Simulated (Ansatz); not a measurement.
Write the native input for Ansatz 0.2.0 that does the following.

```
Task                : single point
Functional          : PBE
Potentials or basis : Ansatz PAW
Cutoff              : 420 eV (not typed: the program's choice for these potentials)
k mesh              : 7 × 7 × 7
Occupations         : gaussian, width 0.017 eV
Spin                : no spin polarisation
```

Crystal: HgTe (Coloradoite).

```xyz
2
Lattice="0.0000 3.2145 3.2145 3.2145 0.0000 3.2145 3.2145 3.2145 0.0000" Properties=species:S:1:pos:R:3 pbc="T T T"
Hg    0.0000    0.0000    0.0000
Te    4.8217    4.8217    4.8217
```

The input as run:

input.yaml

```yaml
crystal:
  lattice:
    - [0.0, 3.2145, 3.2145]
    - [3.2145, 0.0, 3.2145]
    - [3.2145, 3.2145, 0.0]
  atoms:
    - { symbol: Hg, position: [0.0, 0.0, 0.0] }
    - { symbol: Te, position: [0.75, 0.75, 0.75] }
hamiltonian:
  xc: pbe
  pseudopotentials: { kind: paw }
kpoints:
  mp_grid: { grid: [7, 7, 7] }
scf:
  occupations: { method: gaussian, width: 0.017 }
output:
  forces: true
  stress: true
  eigenvalues: true
```

Potentials or basis: Ansatz PAW.

Launch:

```console
$ ansatz run input.yaml --threads 2 --pin off --max-ram 5632MiB --backend cpu --events-out ev --progress --plain --runs-dir out
```

Results of the run:

The pressure is 4.6 GPa and the band gap on the k mesh is none (metal or under the smearing width).

It took 3 s on 2 threads of Intel(R) Xeon(R) Processor @ 2.50GHz (Skylake/Cascade Lake) (shared host), peak memory 0.37 GiB.
